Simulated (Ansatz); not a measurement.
Equation of state of AuZn under PBEsol

```
CELL_PARAMETERS angstrom
3.14700 0.00000 0.00000
0.00000 3.14700 0.00000
0.00000 0.00000 3.14700
ATOMIC_POSITIONS crystal
Au 0.00000 0.00000 0.00000
Zn 0.50000 0.50000 0.50000
```

The cell was scaled at fixed shape and fractions and run with Ansatz, Ansatz PAW, cutoff 420 eV; PBEsol, k mesh 8 × 8 × 8 on the cell of 2 atoms, fermi-dirac occupations of 0.05 eV, no spin polarisation, no spin-orbit coupling. The potentials were made for PBE. Energies are those that the program minimises, any entropy of the smearing included. For a metal such a mesh isn't converged to the digits shown.

| V (Å³/atom) | energy over the lowest row (meV/atom) |
| --- | --- |
| 14.6483 | 15.04 |
| 14.9600 | 4.23 |
| 15.2717 | 0.00 |
| 15.5833 | 1.57 |
| 15.8950 | ? |
| 16.2067 | 19.29 |
| 16.5183 | 34.29 |

**Question.** Fit the third-order Birch-Murnaghan form, give V0, B0 and B′, and predict the energy left open.

**Answer.** With y = (V0/V)^(2/3), E = E0 + (9 V0 B0/16) [(y - 1)³ B′ + (y - 1)² (6 - 4y)]. Least squares through the rows shown give V0 = 15.3377 Å³/atom, E0 = -0.12 meV, B0 = 142.1 GPa (1 eV/Å³ = 160.218 GPa) and B′ = 5.40, with a largest miss of 0.01 meV. At V = 15.8950 the form with these constants gives 8.20 meV; the run gave 8.20 meV an atom. Other set-ups at this level, from all their volumes (Å³/atom, GPa): Ansatz, all-electron LAPW, scalar-relativistic: V0 15.338, B0 141.9.
